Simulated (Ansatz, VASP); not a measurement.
# Zr3H: VASP beside Ansatz

```
Zr H
1.0
     7.49464    0.00000    0.00000
    -3.74732    6.49055    0.00000
     0.00000    0.00000    3.20688
Zr H
6 2
Cartesian
  0.0000 2.6077 0.8017
  1.4890 5.1867 0.8017
  -1.4890 5.1867 0.8017
  3.7473 3.8828 2.4052
  2.2583 1.3039 2.4052
  5.2363 1.3039 2.4052
  0.0000 4.3270 2.4052
  3.7473 2.1635 0.8017
```

Change from the starting cell: species swapped into the SmTm3 type (P6_3/mmc, No. 194).

Alike in both runs: functional PBE; k mesh 3 × 3 × 4; occupations gaussian, width 0.1 eV; no spin polarisation.

Ansatz relaxed the structure, and its values are those at the end. VASP's run is a single point on that final structure, the one shown.

|  | VASP | Ansatz |
| --- | --- | --- |
| version | VASP 6.6.1 | Ansatz 0.2.0 |
| potentials or method | VASP PAW PBE potentials, release 64 (Zr_sv, H) | scalar-relativistic, plane waves, PAW |
| plane-wave cutoff (eV) | 520 | 420 |
| valence electrons in the cell | 74 | 74 |

VASP gave:

- gap on the k mesh at the Fermi level (eV): none
- pressure (GPa): 0.1
- rms of the force components (eV/Å): 0.007

Q: Estimate Ansatz's values.

A: gap on the k mesh at the Fermi level (eV): none; pressure (GPa): 0.1; rms of the force components (eV/Å): 0.005.

A gap of «none» marks a metal or a gap that the smearing closes.

Caveats: the k mesh is coarse (spacing up to 0.49 Å⁻¹), so the values aren't converged.
